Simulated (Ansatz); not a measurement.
MgS:

```xyz
2
Lattice="0.0000 2.8331 2.8331 2.8331 0.0000 2.8331 2.8331 2.8331 0.0000" Properties=species:S:1:pos:R:3 pbc="T T T"
S     1.4166    1.4166    1.4166
Mg    0.0000    0.0000    0.0000
```

The cell comes from a database or a generator and needn't be the stable form of this composition.

Base run:

| Item | Value |
| --- | --- |
| Program | Ansatz 0.2.0 |
| Functional | LDA |
| Potentials or basis | Ansatz PAW |
| Cutoff | 420 eV (not typed: the program's choice for these potentials) |
| k mesh | 8 × 8 × 8 |
| Occupations | fermi-dirac, width 0.05 eV |
| Spin | no spin polarisation |

Its results: band gap on the k mesh 3.17 eV, direct; pressure -2.2 GPa.

Task: The run is repeated on the same cell with these changes: functional from LDA to r2SCAN; cutoff from 420 eV (not typed: the program's choice for these potentials) to 500 eV (not typed: the program's choice for these potentials). What comes out?

Result: Band gap on the k mesh 4.13 eV, direct; pressure -0.1 GPa.

r2SCAN gives the wider gap, since meta-GGAs in the generalised Kohn-Sham scheme recover part of the derivative discontinuity.

Caveats: the PAW data sets come from PBE, with cores solved anew for the run's functional, which leaves a small shift of forces and pressure.
